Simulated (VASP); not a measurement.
# YN (Fm-3m) in VASP: further runs, part 2 of 2

VASP 6.6.1.

**4. Electrostatic potential, HSE06**

This run uses another cell than the first one, of 14.59 Å³/atom, 1.004 times its volume.

Contents of POSCAR:

```
YN                                      
1.0
   -0.0000000000      2.4434190361      2.4434190361
    2.4434190361     -0.0000000000      2.4434190361
    2.4434190361      2.4434190361     -0.0000000000
  Y               N             
     1     1
Direct
     0.0000000000000000    0.0000000000000000    0.0000000000000000
     0.5000000000000000    0.5000000000000000    0.5000000000000000
```

Contents of INCAR.step1:

```
SYSTEM = YN
PREC = Accurate ; ENCUT = 520
EDIFF = 1E-5 ; ISMEAR = 0
SIGMA = 0.02 ; LREAL = .FALSE.
LASPH = .TRUE. ; NELM = 80
ALGO = Normal ; ISIF = 2
LWAVE = .TRUE. ; GGA = PE
KPAR = 4
```

Contents of INCAR.step2:

```
SYSTEM = YN
PREC = Accurate ; ENCUT = 520
EDIFF = 1E-6 ; ISMEAR = 0
SIGMA = 0.02 ; LREAL = .FALSE.
LASPH = .TRUE. ; NELM = 80
ALGO = Normal ; ISIF = 2
LWAVE = .FALSE. ; LCHARG = .TRUE.
GGA = PE ; LHFCALC = .TRUE.
HFSCREEN = 0.2 ; PRECFOCK = Fast
LVHAR = .TRUE. ; ISTART = 1
KPAR = 4
```

Contents of KPOINTS:

```
Automatic mesh
0
G
  8 8 8
  0 0 0
```

Potentials or basis: VASP PAW PBE potentials, release 64 (Y_sv, N).

Run with:

```bash
$ cat potpaw_PBE.64/Y_sv/POTCAR potpaw_PBE.64/N/POTCAR > POTCAR
$ cp INCAR.step1 INCAR
$ mpirun -np 4 vasp_std > vasp.out
$ cp INCAR.step2 INCAR
$ mpirun -np 4 vasp_std > vasp.out
```

OUTCAR:

```text
SYSTEM = YN
   PREC = Accurate
   ENCUT = 520
   EDIFF = 1E-6
   ISMEAR = 0
   LREAL = .FALSE.
   LASPH = .TRUE.
   NELM = 80
   ISIF = 2
   GGA = PE
   LHFCALC = .TRUE.
   HFSCREEN = 0.2
   PRECFOCK = Fast
   ISTART = 1

 ion  position               nearest neighbor table
   1  0.000  0.000  0.000-   2 2.44   2 2.44   2 2.44   2 2.44   2 2.44   2 2.44
   2  0.500  0.500  0.500-   1 2.44   1 2.44   1 2.44   1 2.44   1 2.44   1 2.44

  LATTYP: Found a face centered cubic cell.
[... 559 lines left out ...]
 [... further k-points ...]

------------------------ aborting loop because EDIFF is reached ----------------------------------------

  FORCE on cell =-STRESS in cart. coord.  units (eV):
  Direction    XX          YY          ZZ          XY          YZ          ZX
  --------------------------------------------------------------------------------------
  -------------------------------------------------------------------------------------
  Total       -0.1663280     -0.1663280     -0.1663280      0.0000000     -0.0000000      0.0000000
  in kB       -9.1338140     -9.1338140     -9.1338140      0.0000000     -0.0000000      0.0000000
  external PRESSURE =      -9.1338140 kB  Pullay stress =       0.0000000 kB

 VOLUME and BASIS-vectors are now :
 -----------------------------------------------------------------------------
  energy-cutoff  :      520.00
  volume of cell :       29.18
      direct lattice vectors                 reciprocal lattice vectors
     0.000000000  2.443419036  2.443419036    -0.204631294  0.204631294  0.204631294
     2.443419036  0.000000000  2.443419036     0.204631294 -0.204631294  0.204631294
     2.443419036  2.443419036  0.000000000     0.204631294  0.204631294 -0.204631294

 POSITION                                       TOTAL-FORCE (eV/Angst)
 -----------------------------------------------------------------------------------
      0.00000      0.00000      0.00000        -0.000000     -0.000000      0.000000
      2.44342      2.44342      2.44342         0.000000      0.000000      0.000000
 -----------------------------------------------------------------------------------
    total drift:                                0.000000      0.000000      0.000000

  FREE ENERGIE OF THE ION-ELECTRON SYSTEM (eV)
  ---------------------------------------------------
  free  energy   TOTEN  =       -21.3345973969 eV

  energy  without entropy=      -21.3345973969  energy(sigma->0) =      -21.33459740
```

OSZICAR.step1:

```text
N       E                     dE             d eps       ncg     rms          rms(c)
DAV:   1     0.547804379353E+02    0.54780E+02   -0.88103E+03   696   0.134E+03
DAV:   2    -0.187590204969E+02   -0.73539E+02   -0.68099E+02   900   0.252E+02
DAV:   3    -0.218305982668E+02   -0.30716E+01   -0.30535E+01   900   0.466E+01
DAV:   4    -0.219222319525E+02   -0.91634E-01   -0.91583E-01   884   0.780E+00
DAV:   5    -0.219238366474E+02   -0.16047E-02   -0.16045E-02   880   0.908E-01    0.310E+01
DAV:   6    -0.184036526218E+02    0.35202E+01   -0.17989E+01   820   0.308E+01    0.323E+01
DAV:   7    -0.182457843964E+02    0.15787E+00   -0.13406E+00   872   0.876E+00    0.241E+01
DAV:   8    -0.182396999575E+02    0.60844E-02   -0.30024E-01   840   0.513E+00    0.936E+00
DAV:   9    -0.182249432771E+02    0.14757E-01   -0.58910E-02   860   0.199E+00    0.722E-01
DAV:  10    -0.182250835955E+02   -0.14032E-03   -0.90086E-04   852   0.303E-01    0.649E-01
DAV:  11    -0.182252833361E+02   -0.19974E-03   -0.10019E-03   804   0.341E-01    0.874E-02
DAV:  12    -0.182252719097E+02    0.11426E-04   -0.10358E-04   836   0.955E-02    0.148E-01
DAV:  13    -0.182252712541E+02    0.65559E-06   -0.33059E-06   420   0.203E-02
   1 F= -.18225271E+02 E0= -.18225271E+02  d E =-.106592E-12
```

Run time: 17 min. Hardware: 4 MPI ranks of Intel Xeon Platinum 8259CL at 2.50GHz (Skylake/Cascade Lake), shared host; peak memory 0.28 GiB.

Results:

| Quantity | Value |
| --- | --- |
| Free energy | -21.3346 eV |
| Pressure | -0.9 GPa |
| Band gap on the k mesh | 1.10 eV, indirect (least direct gap 1.57 eV) |

Caveat: the PAW data sets were made with another functional, which shifts forces and pressure a little. A k mesh can miss the band edges.

**5. Electrostatic potential, PBE, non-collinear spin, zero start, spin-orbit coupling**

This run uses another cell than the first one, of 14.59 Å³/atom, 1.004 times its volume.

Contents of INCAR:

```
SYSTEM = YN
PREC = Accurate ; ENCUT = 520
EDIFF = 1E-6 ; ISMEAR = 0
SIGMA = 0.02 ; LREAL = .FALSE.
LASPH = .TRUE. ; NELM = 80
ALGO = Normal ; ISIF = 2
LWAVE = .FALSE. ; LCHARG = .TRUE.
MAGMOM = 0 0 0 0 0 0 ; LORBIT = 11
LSORBIT = .TRUE. ; GGA_COMPAT = .FALSE.
LMAXMIX = 4 ; GGA = PE
LVHAR = .TRUE. ; KPAR = 4
```

Contents of KPOINTS:

```
Automatic mesh
0
G
  10 10 10
  0 0 0
```

POSCAR is that of step 4.

Run with:

```bash
$ cat potpaw_PBE.64/Y_sv/POTCAR potpaw_PBE.64/N/POTCAR > POTCAR
$ mpirun -np 4 vasp_ncl > vasp.out
```

It took 48 s on 4 MPI ranks of Intel Xeon Platinum 8259CL at 2.50GHz (Skylake/Cascade Lake), shared host; peak memory 0.29 GiB.

Results (log left out):

* Free energy: -18.2739 eV
* Pressure: 1.7 GPa
* Net moment: 0.00 μB per cell
* Valence electrons inside the program's atomic spheres: Y 9.90; N 3.66

Moments on the atoms (μB; x, y, z):
```
Y   0.00 0.00 0.00
N   0.00 0.00 0.00
```

**6. Electrostatic potential, PBE**

This run uses another cell than the first one, of 14.59 Å³/atom, 1.004 times its volume.

Contents of INCAR:

```
SYSTEM = YN
PREC = Accurate ; ENCUT = 520
EDIFF = 1E-6 ; ISMEAR = 0
SIGMA = 0.02 ; LREAL = .FALSE.
LASPH = .TRUE. ; NELM = 80
ALGO = Normal ; ISIF = 2
LWAVE = .FALSE. ; LCHARG = .TRUE.
GGA = PE ; LVHAR = .TRUE.
KPAR = 4
```

KPOINTS is that of step 5.

POSCAR is that of step 5.

Potentials or basis: VASP PAW PBE potentials, release 64 (Y_sv, N).

Run with:

```bash
$ cat potpaw_PBE.64/Y_sv/POTCAR potpaw_PBE.64/N/POTCAR > POTCAR
$ mpirun -np 4 vasp_std > vasp.out
```

It took 13 s on 4 MPI ranks of Intel Xeon Platinum 8259CL at 2.50GHz (Skylake/Cascade Lake), shared host; peak memory 0.17 GiB.

The run converged. Its results:

* Free energy: -18.2268 eV
* Pressure: 1.7 GPa
* Band gap on the k mesh: 0.19 eV, indirect (least direct gap 0.57 eV)

Levels at points of the mesh, in eV from the valence-band top:
```tsv
k point	band 6	band 7	band 8	band 9	band 10	band 11
(0.00, 0.00, 0.00)	0.00	0.00	0.00	3.14	3.14	3.14
(0.50, 0.00, 0.00)	-4.08	-2.25	-2.25	5.71	6.38	6.38
(0.50, 0.50, 0.00)	-1.50	-0.39	-0.39	0.19	6.86	7.24
```

**7. Overview**

```csv
task,level,spin,cell,k mesh,cutoff (eV),grid for exact exchange (PRECFOCK),screening parameter,gap on the mesh (eV),pressure (GPa)
relaxation of cell and atoms,r2SCAN+rVV10,off,relaxed,10 × 10 × 10,600,-,-,0.56,0.0
electrostatic potential,r2SCAN+rVV10,off,"Fm-3m, 14.59 Å³/atom",10 × 10 × 10,520,-,-,0.56,0.0
electrostatic potential,HSE06,off,"Fm-3m, 14.59 Å³/atom",8 × 8 × 8,520,Fast,0.2 1/A,1.10,-0.9
electrostatic potential,PBE,"non-collinear, zero start, SOC","Fm-3m, 14.59 Å³/atom",10 × 10 × 10,520,-,-,-,1.7
electrostatic potential,PBE,off,"Fm-3m, 14.59 Å³/atom",10 × 10 × 10,520,-,-,0.19,1.7
```

Alike in all rows: potentials or basis VASP PAW PBE potentials, release 64 (Y_sv, N); smearing gaussian 0.02 eV.

On the cell as given the gap runs from 0.19 eV (PBE) to 1.10 eV (HSE06); the meshes differ, which moves gaps too. The pressure there spans -0.9 GPa (HSE06) to 1.7 GPa (PBE); a positive pressure means that this level wants a larger cell, a negative one a smaller.

Caveats: the PAW data sets were made with another functional, which shifts forces and pressure a little (some runs).

Absolute energies hang on the potentials; compare differences alone.
